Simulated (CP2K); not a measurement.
HfN:

```xyz
2
Lattice="3.1905 0.0000 0.0000 1.5952 2.7630 0.0000 1.5952 0.9210 2.6050" Properties=species:S:1:pos:R:3 pbc="T T T"
Hf    0.0000    0.0000    0.0000
N     3.1905    1.8420    1.3025
```

Program: CP2K 2026.2. Alike in all runs: task band structure; level PBE; no spin polarisation; cell as given; k mesh 10 × 10 × 10; smearing fermi-dirac 0.05 eV.

Task: Order these runs on this cell by their pressure, lowest first.
A. potentials or basis POTENTIAL_UZH Hf GTH-PBE-q12, N GTH-PBE-q5; DZVP-MOLOPT-PBE-GTH basis; ADDED_MOS [13]
B. potentials or basis GTH_POTENTIALS Hf GTH-PBE-q12, N GTH-PBE-q5; SZV-MOLOPT-SR-GTH basis; ADDED_MOS [5]
C. potentials or basis GTH_POTENTIALS Hf GTH-PBE-q12, N GTH-PBE-q5; DZVP-MOLOPT-SR-GTH basis; ADDED_MOS [13]

Result: B (-7.9 GPa), C (0.7 GPa), A (2.4 GPa).

Caveats: the basis of atomic orbitals isn't converged, which shifts pressures, moduli and gaps; a minimal basis gives rough bond lengths, pressures and levels (some runs).
